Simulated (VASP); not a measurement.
Hf, 2 atoms in the cell. The structure is cubic, space group Fd-3m (No. 227). Conventional cell: a = 6.288 Å, b = 6.288 Å, c = 6.288 Å, α = 90.00°, β = 90.00°, γ = 90.00°. Hf (site symmetry -43m) is surrounded by 4 Hf at 2.72 Å. This isn't the form of Hf at room conditions, which is hcp.

| Quantity | Value |
| --- | --- |
| Program | VASP 6.6.1 |
| Task | single point |
| Functional | PBEsol |
| Potentials or basis | VASP PAW PBE potentials, release 64 (Hf_pv) |
| Cutoff | 520 eV |
| k mesh | 10 × 10 × 10 |
| Occupations | fermi-dirac, width 0.1 eV |
| Spin | no spin polarisation |
| Dipole correction | no |
| Further INCAR settings | ALGO = Normal; EDIFF = 1e-07; NBANDS = 17 |

Potentials or basis: VASP PAW PBE potentials, release 64 (Hf_pv).

Launch:

```console
$ cat potpaw_PBE.64/Hf_pv/POTCAR > POTCAR
$ mpirun -np 1 vasp_std > vasp.out
```

Hardware: 1 thread of Intel(R) Xeon(R) Platinum 8259CL CPU @ 2.50GHz (Skylake/Cascade Lake), with other jobs on the host.

Question: How long does it take, and how much memory?

Answer: Wall time 51 s on 1 thread of Intel(R) Xeon(R) Platinum 8259CL CPU @ 2.50GHz (Skylake/Cascade Lake) (shared host), peak memory 0.21 GiB. Counts: scf iterations 13, k points 47.
